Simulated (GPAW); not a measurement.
Crystal: CsPbCl3.

```
CELL_PARAMETERS angstrom
5.60500 0.00000 0.00000
0.00000 5.60500 0.00000
0.00000 0.00000 5.60500
ATOMIC_POSITIONS crystal
Pb 0.50000 0.50000 0.50000
Cs 0.00000 0.00000 0.00000
Cl 0.50000 0.00000 0.50000
Cl 0.00000 0.50000 0.50000
Cl 0.50000 0.50000 0.00000
```

Base run:

| Item | Value |
| --- | --- |
| Program | GPAW 26.7.0 |
| Functional | LDA |
| Potentials or basis | the program's PAW data sets (release 1.2.1) made for this functional |
| Cutoff | 400 eV |
| Basis | pw |
| k mesh | 4 × 4 × 4 |
| Occupations | fermi-dirac, width 0.001 eV |
| Spin | no spin polarisation |

Its results: band gap on the k mesh 1.68 eV, direct; electronic dielectric tensor (diagonal) 3.99.

Problem. After a change of settings the same cell gave: band gap on the k mesh, kohn-sham part alone 2.44 eV, direct; electronic dielectric tensor (diagonal) 3.13. Which change was it?
A. functional from LDA to PBEsol; potentials or basis from the program's PAW data sets (release 1.2.1) made for this functional to PAW data sets generated in the run's folder for this functional
B. functional from LDA to GLLB-SC
C. functional from LDA to RPBE
D. functional from LDA to AM05; potentials or basis from the program's PAW data sets (release 1.2.1) made for this functional to PAW data sets generated in the run's folder for this functional

Solution. B.

Caveats: the long-wavelength limit can be off by a per cent or two; spin-orbit coupling is left out, which as a rule narrows the gap of such compounds by several tenths of an eV; an odd mesh through Γ misses points on the zone boundary, where band edges often lie; a model potential gives levels but no total energy (some runs); response on these states lacks terms of the Hamiltonian (some runs).
